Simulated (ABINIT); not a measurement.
Crystal: NiO.

```xyz
2
Lattice="0.0000 2.0859 2.0859 2.0859 0.0000 2.0859 2.0859 2.0859 0.0000" Properties=species:S:1:pos:R:3 pbc="T T T"
Ni    0.0000    0.0000    0.0000
O     2.0859    2.0859    2.0859
```

Program: ABINIT 10.8.3 (patched build). Alike in all runs: spin collinear, ferromagnetic start; cell as given; cutoff (eV) 1225; smearing fermi-dirac 0.05 eV.

Question: Order these runs on this cell by their pressure, lowest first.
A. level PBE; potentials or basis PseudoDojo NC SR PBE v0.4.1 standard; k mesh 8 × 8 × 8
B. level LDA; potentials or basis PseudoDojo NC SR LDA v0.4.1 standard; k mesh 8 × 8 × 8
C. level PBEsol; potentials or basis PseudoDojo NC SR PBEsol v0.4.1 standard; k mesh 8 × 8 × 8, with 4 shifts; bands in the sums 24; broadening (eV) 0.2; scissor shift (eV) 0; tensor components [11]
D. level PBEsol; potentials or basis PseudoDojo NC SR PBEsol v0.4.1 standard; k mesh 8 × 8 × 8

Answer: B (-20.4 GPa), C (-13.2 GPa), D (-6.2 GPa), A (-2.8 GPa).

Caveats: small starting moments can end in a higher magnetic state in this program; Libxc's GGAs can fail where the two spin gradients oppose each other (some runs); a cell with one magnetic atom can't hold antiferromagnetic order, which such compounds often take (some runs).
